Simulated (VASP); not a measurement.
# Ga2O (Cmmm) in VASP: a series of runs, part 2 of 2

VASP 6.6.1. The steps go on from the part before.

### Step 3. Relaxation of cell and atoms, PBE (random cell by space group and Wyckoff sites (Immm, No. 71))

Input file INCAR:

```
ALGO = Normal ; EDIFF = 1E-7
EDIFFG = -0.08 ; ENCUT = 600
GGA = PE ; IBRION = 2
ISIF = 3 ; ISMEAR = 0
LASPH = T ; LCHARG = F
LREAL = F ; LWAVE = F
NELM = 100 ; NSW = 36
PREC = Accurate ; SIGMA = 0.15
```

Input file KPOINTS:

```
k-points
0
Gamma
  3 3 3
```

Input file POSCAR:

```
Ga2O
1.0
   -2.5560095500      2.9461285600      3.0097039800
    2.5560095500     -2.9461285600      3.0097039800
    2.5560095500      2.9461285600     -3.0097039800
Ga O
4 2
Direct
    0.8096103500      0.5423685100      0.7327581700
    0.1903896500      0.9231478200      0.7327581700
    0.8096103500      0.0768521800      0.2672418300
    0.1903896500      0.4576314900      0.2672418300
    0.5000000000      0.5000000000      0.0000000000
    0.5000000000      0.0000000000      0.5000000000
```

Potentials or basis: VASP PAW PBE potentials, release 64 (Ga_d, O).

Launch:

```console
$ cat potpaw_PBE.64/Ga_d/POTCAR potpaw_PBE.64/O/POTCAR > POTCAR
$ mpirun -np 1 vasp_std > vasp.out
```

OUTCAR:

```text
EDIFF = 1E-7
   EDIFFG = -0.08
   ENCUT = 600
   GGA = PE
   IBRION = 2
   ISIF = 3
   ISMEAR = 0
   LASPH = T
   LREAL = F
   NELM = 100
   NSW = 36
   PREC = Accurate

 ion  position               nearest neighbor table
   1  0.810  0.542  0.733-   6 2.21   2 2.29   5 2.31   3 2.38   3 2.73
   2  0.190  0.923  0.733-   6 2.21   1 2.29   5 2.31   4 2.38   4 2.73
   3  0.810  0.077  0.267-   6 2.21   4 2.29   5 2.31   1 2.38   1 2.73
   4  0.190  0.458  0.267-   6 2.21   3 2.29   5 2.31   2 2.38   2 2.73
   5  0.500  0.500  0.000-   1 2.31   4 2.31   3 2.31   2 2.31
   6  0.500  0.000  0.500-   1 2.21   4 2.21   3 2.21   2 2.21

  LATTYP: Found a body centered orthorhombic cell.
 ALAT       =     5.1120191000
 B/A-ratio  =     1.1526281504
 C/A-ratio  =     1.1775010700

  Lattice vectors:

 A1 = (  -2.5560095500,   2.9461285600,   3.0097039800)
 A2 = (   2.5560095500,  -2.9461285600,   3.0097039800)
 A3 = (   2.5560095500,   2.9461285600,  -3.0097039800)

Analysis of symmetry for initial positions (statically):
=====================================================================
 Subroutine PRICEL returns:
 Original cell was already a primitive cell.
[... 155 lines left out ...]

 Free energy of the ion-electron system (eV)
  ---------------------------------------------------
  ext. energy  EPLUGINS =         0.00000000
  ---------------------------------------------------
  free energy    TOTEN  =       -21.42428956 eV

  energy without entropy =      -21.39223143  energy(sigma->0) =      -21.40826050

------------------------ aborting loop because EDIFF is reached ----------------------------------------

  FORCE on cell =-STRESS in cart. coord.  units (eV):
  Direction    XX          YY          ZZ          XY          YZ          ZX
  --------------------------------------------------------------------------------------
  -------------------------------------------------------------------------------------
  Total       10.8962544     -2.5251977      2.4580854      0.0000000      0.0000000      0.0000000
  in kB      192.5705524    -44.6280619     43.4419789      0.0000000      0.0000000      0.0000000
  external PRESSURE =      63.7948232 kB  Pullay stress =       0.0000000 kB
[... 774 lines left out ...]
     37       8.3443      0.00000
     38       8.8861      0.00000

[... ionic steps 4 to 25 ...]

--------------------------------------- Ionic step       26  -------------------------------------------

 number of electron      64.0000003 magnetization

------------------------ aborting loop because EDIFF is reached ----------------------------------------
[... 75 lines left out ...]
--------------------------------------- Ionic step       28  -------------------------------------------

 number of electron      64.0000000 magnetization

 Free energy of the ion-electron system (eV)
  ---------------------------------------------------
  ext. energy  EPLUGINS =         0.00000000
  ---------------------------------------------------
  free energy    TOTEN  =       -26.00820097 eV

  energy without entropy =      -25.98528508  energy(sigma->0) =      -25.99674303

 E-fermi :   4.1506     XC(G=0):  -9.7855

 val. band max:        4.1141921671   @ k =  -0.3333   0.3333   0.3333
 cond. band min:       4.1796584345   @ k =  -0.3333   0.3333   0.3333
 fundamental gap:      0.0654662674
 Fermi energy:         4.1505903419
[... 359 lines left out ...]
  FREE ENERGIE OF THE ION-ELECTRON SYSTEM (eV)
  ---------------------------------------------------
  free  energy   TOTEN  =       -26.0082009703 eV

  energy  without entropy=      -25.9852850828  energy(sigma->0) =      -25.99674303

 reached required accuracy - stopping structural energy minimisation
```

OSZICAR:

```text
N       E                     dE             d eps       ncg     rms          rms(c)
DAV:   1     0.655480050894E+03    0.65548E+03   -0.33299E+04   648   0.337E+03
DAV:   2     0.898226221312E+02   -0.56566E+03   -0.54679E+03   640   0.719E+02
DAV:   3    -0.170038614612E+02   -0.10683E+03   -0.98555E+02   706   0.212E+02
[... 365 lines left out ...]
DAV:   6    -0.260082148466E+02    0.11638E-04   -0.10662E-04   688   0.724E-02    0.299E-02
DAV:   7    -0.260081993450E+02    0.15502E-04   -0.79239E-05   962   0.515E-02    0.316E-03
DAV:   8    -0.260082008549E+02   -0.15099E-05   -0.11688E-05   684   0.181E-02    0.321E-03
DAV:   9    -0.260082010623E+02   -0.20739E-06   -0.43339E-07   638   0.418E-03    0.268E-03
DAV:  10    -0.260082009703E+02    0.91952E-07   -0.51624E-07   572   0.438E-03
  28 F= -.26008201E+02 E0= -.25996743E+02  d E =-.174950E-01
```

It took 9.5 min on 1 thread of AMD EPYC 9R45 (Zen 5), shared host; peak memory 0.22 GiB.

Results:

```yaml
Free_energy: -26.0082 eV
Relaxed_volume: 17.74 Å³/atom
Relaxed_cell: a = 5.396 Å, b = 5.396 Å, c = 5.396 Å, α = 116.41°, β = 127.39°, γ = 87.02°
Space_group_after_relaxing_to_0.05_Å: Cmmm (No. 65)
Energy_gained_by_relaxing: 764.0 meV/atom
Ionic_steps: 28
Pressure_after_relaxing: 0.4 GPa
Largest_force_after_relaxing: 0.032 eV/Å
Band_gap_on_the_k_mesh: none (metal or under the smearing width)
```

Forces on the atoms (eV/Å):
```
Ga   0.015  0.000  0.028
Ga   0.015  0.000 -0.028
Ga  -0.015  0.000  0.028
Ga  -0.015  0.000 -0.028
O    0.000  0.000  0.000
O    0.000  0.000  0.000
```

The path:
```tsv
step	energy change (eV)	largest force (eV/Å)	pressure (GPa)	volume (Å³)
1	0.0000	4.5807	6.38	90.66
2	-3.0247	1.7543	-1.78	98.51
3	-3.6080	1.1134	-2.12	102.21
4	-3.6976	0.9966	-0.86	109.56
5	-3.8418	0.6589	-1.83	106.10
6	-3.8429	0.6489	-1.75	106.41
7	-3.9631	0.3863	0.51	103.21
8	-3.9952	0.2051	2.35	100.86
9	-4.0702	0.1737	1.42	101.50
10	-4.0966	0.4681	0.79	102.10
11	-4.1331	0.4447	0.47	103.30
12	-4.2230	0.3416	-0.28	106.89
13	-4.3334	0.0812	-1.80	114.02
14	-3.8186	1.5579	-1.69	128.16
15	-4.3125	0.4745	-1.13	115.33
16	-4.3285	0.4450	-1.48	115.89
17	-4.3618	0.3819	-2.32	117.54
18	-4.3465	0.3441	-3.59	120.64
19	-4.3678	0.3799	-2.76	118.63
20	-4.4014	0.3257	-2.69	117.73
21	-4.4828	0.1570	-2.24	115.04
22	-4.5340	0.2391	-0.96	109.66
23	-4.5367	0.1556	-1.25	110.76
24	-4.5552	0.0419	-0.49	109.33
25	-4.5655	0.2179	1.22	106.49
26	-4.5664	0.1628	0.84	107.11
27	-4.5808	0.0809	0.54	106.72
28	-4.5839	0.0318	0.43	106.43
```

Final structure:
```cif
data_structure
_symmetry_space_group_name_H-M 'P 1'
_symmetry_Int_Tables_number 1
_cell_length_a 5.3962
_cell_length_b 5.3962
_cell_length_c 5.3962
_cell_angle_alpha 116.408
_cell_angle_beta 127.392
_cell_angle_gamma 87.018
_cell_volume 106.43
loop_
_atom_site_label
_atom_site_type_symbol
_atom_site_fract_x
_atom_site_fract_y
_atom_site_fract_z
_atom_site_occupancy
Ga1 Ga 0.68984 0.43967 0.74982 1
Ga2 Ga 0.31016 0.05998 0.74982 1
Ga3 Ga 0.68984 0.94002 0.25018 1
Ga4 Ga 0.31016 0.56033 0.25018 1
O1 O 0.50000 0.50000 0.00000 1
O2 O 0.50000 0.00000 0.50000 1
```

Levels at points of the mesh, in eV from the Fermi level:
```csv
k point,band 28,band 29,band 30,band 31,band 32,band 33,band 34,band 35,band 36,band 37
"(0.00, 0.00, 0.00)",-4.34,-3.93,-3.59,-1.84,0.10,0.32,1.32,2.75,3.34,4.97
```

Caveat: the k mesh is coarse (spacing up to 0.54 Å⁻¹), so the values aren't converged; the volume moved by over 15 % at a fixed basis, so the end points are rough; the relaxation stopped at a loose force limit of 0.08 eV/Å, so its end isn't a converged minimum.
